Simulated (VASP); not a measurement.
## Al: relaxation of cell and atoms with PBEsol

Al:

```
Al
1.0
    -1.59122    1.59122    1.59122
     1.59122   -1.59122    1.59122
     1.59122    1.59122   -1.59122
Al
1
Cartesian
  0.0000 0.0000 0.0000
```

This isn't the form of Al at room conditions, which is fcc.

- Program: VASP 6.6.1
- Task: relaxation of cell and atoms
- Functional: PBEsol
- Potentials or basis: VASP PAW PBE potentials, release 64 (Al)
- Cutoff: 600 eV
- k mesh: 10 × 10 × 10
- Occupations: fermi-dirac, width 0.05 eV
- Spin: no spin polarisation
- Ladder: gaps
- Further INCAR settings: ALGO = Normal; EDIFF = 1e-07; IBRION = 2; EDIFFG = -0.02; NSW = 40; ISIF = 3

```
Relaxed volume                         : 16.69 Å³/atom
Relaxed cell                           : a = 2.788 Å, b = 2.788 Å, c = 2.788 Å, α = 109.47°, β = 109.47°, γ = 109.47°
Space group after relaxing (to 0.05 Å) : Im-3m (No. 229)
Energy gained by relaxing              : 4.9 meV/atom
Ionic steps                            : 3
Pressure after relaxing                : 0.0 GPa
Band gap on the k mesh                 : none (metal or under the smearing width)
```

The path:
| step | energy change (eV) | largest force (eV/Å) | pressure (GPa) | volume (Å³) |
| --- | --- | --- | --- | --- |
| 1 | 0.0000 | 0.0000 | 2.82 | 16.12 |
| 2 | -0.0047 | 0.0000 | -0.43 | 16.79 |
| 3 | -0.0049 | 0.0000 | 0.00 | 16.69 |

Final structure:
```
CELL_PARAMETERS angstrom
-1.60983 1.60983 1.60983
1.60983 -1.60983 1.60983
1.60983 1.60983 -1.60983
ATOMIC_POSITIONS crystal
Al 0.00000 0.00000 0.00000
```

Levels at points of the mesh, in eV from the Fermi level:
| k point | band 1 | band 2 | band 3 | band 4 | band 5 |
| --- | --- | --- | --- | --- | --- |
| (0.00, 0.00, 0.00) | -11.02 | 13.20 | 13.20 | 13.20 | 14.54 |
| (0.50, 0.00, 0.00) | -4.25 | -3.82 | 8.10 | 8.26 | 9.91 |
| (0.50, 0.50, 0.50) | 1.87 | 1.87 | 1.87 | 3.02 | 3.02 |

It took 5.7 s on 1 thread of Intel(R) Xeon(R) Platinum 8488C (Sapphire Rapids), with other jobs on the host, peak memory 0.13 GiB.

Caveat: the PAW data sets were made with another functional, which shifts forces and pressure a little.
